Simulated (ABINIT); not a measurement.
Runs of ABINIT 10.8.3 (patched build) on GaN. Symmetry: P6_3mc, No. 186, hexagonal system. Conventional cell: a = 3.180 Å, b = 3.180 Å, c = 5.166 Å, α = 90.00°, β = 90.00°, γ = 120.00°. Ga (site symmetry 3m) has 4 N at 1.94 to 1.95 Å as nearest neighbours. Around N (site symmetry 3m) lie 4 Ga at 1.94 to 1.95 Å. 

```tsv
level	gap on the mesh (eV)	pressure (GPa)	largest force (eV/Å)
PBE	1.96	7.9	0.14
RPBE	2.00	(c)	0.14
BLYP	2.08	(b)	0.13
WC	1.89	1.7	0.13
revPBE	1.98	11.0	0.14
PBEsol	1.90	1.7	0.13
LDA	1.98	-3.8	0.13
PW91	1.96	(a)	0.13
AM05	2.00	1.8	0.14
```

Alike in all rows: task band structure; potentials or basis JTH PAW PBE v2.0; no spin polarisation; cell as given; k mesh 10 × 10 × 5; cutoff (eV) 844; smearing fermi-dirac 0.05 eV.

Q: Fill in the values left out.

A: (a) 7.1; (b) 13.1; (c) 12.2.

Caveats: the PAW data sets were made with another functional, which shifts forces and pressure a little (some runs).

A k mesh can miss the band edges, and the runs leave out spin-orbit coupling on Ga.
